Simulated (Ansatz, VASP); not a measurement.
## C in VASP and in Ansatz

```xyz
2
Lattice="0.0000 1.7834 1.7834 1.7834 0.0000 1.7834 1.7834 1.7834 0.0000" Properties=species:S:1:pos:R:3 pbc="T T T"
C     2.6751    2.6751    2.6751
C     1.7834    1.7834    1.7834
```

This isn't the form of C at room conditions, which is graphite.

Alike in both runs: task band structure; functional PBE; k mesh 13 × 13 × 13; occupations fermi-dirac, width 0.05 eV; no spin polarisation.

|  | VASP | Ansatz |
| --- | --- | --- |
| version | VASP 6.6.1 | Ansatz 0.2.0 |
| potentials or method | VASP PAW PBE potentials, release 64 (C) | Ansatz PAW |
| plane-wave cutoff (eV) | 520 | 420 |
| valence electrons in the cell | 8 | 8 |

Ansatz gave:

- gap on the k mesh at the Fermi level (eV): 4.15
- least direct gap on the mesh (eV): 5.59
- gap along the band path (eV): 4.14
- pressure (GPa): 1.8

What did VASP give for the same quantities?

gap on the k mesh at the Fermi level (eV): 4.14; least direct gap on the mesh (eV): 5.59; gap along the band path (eV): 4.13; pressure (GPa): 2.5.

With one functional, cell and mesh, what is left measures potentials, basis and numerics.

Caveats: the pressure holds a Pulay correction of +1.0 GPa for the finite cutoff (Ansatz). PBE gaps usually lie below the measured ones, often by a third to a half.
